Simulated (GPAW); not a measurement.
Crystal: MoS2.

```
Mo S
1.0
     3.16900    0.00000    0.00000
    -1.58450    2.74443    0.00000
     0.00000    0.00000   12.32400
Mo S
2 4
Direct
  0.66667 0.33333 0.75000
  0.33333 0.66667 0.25000
  0.66667 0.33333 0.37700
  0.33333 0.66667 0.87700
  0.66667 0.33333 0.12300
  0.33333 0.66667 0.62300
```

Base run:

* Program: GPAW 26.7.0
* Functional: r2SCAN
* Potentials or basis: GPAW PAW data sets (gpaw-data 1.2.1)
* Cutoff: 600 eV
* Basis: pw
* k mesh: 6 × 6 × 2
* Occupations: fermi-dirac, width 0.05 eV
* Spin: no spin polarisation

Its results: band gap on the k mesh 0.99 eV, indirect (least direct gap 1.75 eV).

**Question.** The run is repeated on the same cell with these changes: functional from r2SCAN to TB-mBJ; potentials or basis from GPAW PAW data sets (gpaw-data 1.2.1) to GPAW PAW data sets for LDA (gpaw-data 1.2.1). What comes out?

**Answer.** Band gap on the k mesh 1.12 eV, indirect (least direct gap 1.68 eV).

Caveats: a model potential gives levels but no total energy (some runs).

Not every run made on this cell is shown here.
